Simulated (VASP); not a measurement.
SnTe in VASP 6.6.1, single-point calculation

INCAR

```
NELM = 120
NBANDS = 17
LASPH = .FALSE.
IBRION = -1
LREAL = .FALSE.
ISIF = 2
ENCUT = 520
PREC = Accurate
GGA = PE
SIGMA = 0.02
EDIFF = 1E-7
LCHARG = .FALSE.
LWAVE = .FALSE.
NSW = 0
ISMEAR = -1
```

KPOINTS

```
KPOINTS created by Atomic Simulation Environment
0
Gamma
8 8 8
0 0 0
```

POSCAR

```
Sn Te
 1.0000000000000000
    -0.0000000000000000    3.1893303454483544    3.1893303454483544
     3.1893303454483544   -0.0000000000000000    3.1893303454483544
     3.1893303454483544    3.1893303454483544   -0.0000000000000000
 Sn  Te
   1   1
Cartesian
  0.0000000000000000 -0.0000000000000000 -0.0000000000000000
  3.1893303454483544  3.1893303454483544  3.1893303454483544
```

The recommended PBE PAW datasets give the neutral cell 20 valence electrons.

Command

```
mpirun -np 1 vasp_std
```

Problem. How does this run end, and what does it give?

Solution. It converged. Results: gap between bands v and c on the k mesh 0.01 eV; least direct gap on the k mesh 0.01 eV; pressure 0.6 GPa. Band v is the last that the valence electrons fill when counted band by band, and c is the next.

OSZICAR

```
N       E                     dE             d eps       ncg     rms          rms(c)
DAV:   1     0.125130423256E+03    0.12513E+03   -0.93980E+03   988   0.135E+03
DAV:   2     0.457402263631E+01   -0.12056E+03   -0.11784E+03  1018   0.330E+02
DAV:   3    -0.726127418617E+01   -0.11835E+02   -0.11748E+02  1237   0.907E+01
DAV:   4    -0.761006058476E+01   -0.34879E+00   -0.34850E+00  1179   0.161E+01
DAV:   5    -0.762359476092E+01   -0.13534E-01   -0.13534E-01  1420   0.316E+00    0.422E+00
DAV:   6    -0.756000170486E+01    0.63593E-01   -0.14968E-01  1274   0.246E+00    0.268E+00
DAV:   7    -0.756115897132E+01   -0.11573E-02   -0.55393E-02  1202   0.110E+00    0.863E-01
DAV:   8    -0.756178193799E+01   -0.62297E-03   -0.71484E-03  1253   0.665E-01    0.172E-01
DAV:   9    -0.756189003701E+01   -0.10810E-03   -0.70713E-04  1362   0.240E-01    0.391E-02
DAV:  10    -0.756189054460E+01   -0.50759E-06   -0.11561E-04  1278   0.852E-02    0.204E-02
DAV:  11    -0.756189802008E+01   -0.74755E-05   -0.43920E-05  1187   0.479E-02    0.279E-02
DAV:  12    -0.756189767328E+01    0.34680E-06   -0.26870E-06  1177   0.940E-03    0.160E-02
DAV:  13    -0.756189711902E+01    0.55426E-06   -0.28719E-07  1155   0.348E-03    0.814E-03
DAV:  14    -0.756189689285E+01    0.22617E-06   -0.78380E-07  1271   0.800E-03    0.990E-04
DAV:  15    -0.756189688776E+01    0.50918E-08   -0.65834E-08   593   0.127E-03
   1 F= -.75618969E+01 E0= -.75616827E+01  d E =-.428313E-03
```

For comparison, a separate PBE run of the intended cell, on usual settings and not on those above, gives a gap of 0.01 eV on its mesh and a pressure of 0.6 GPa.
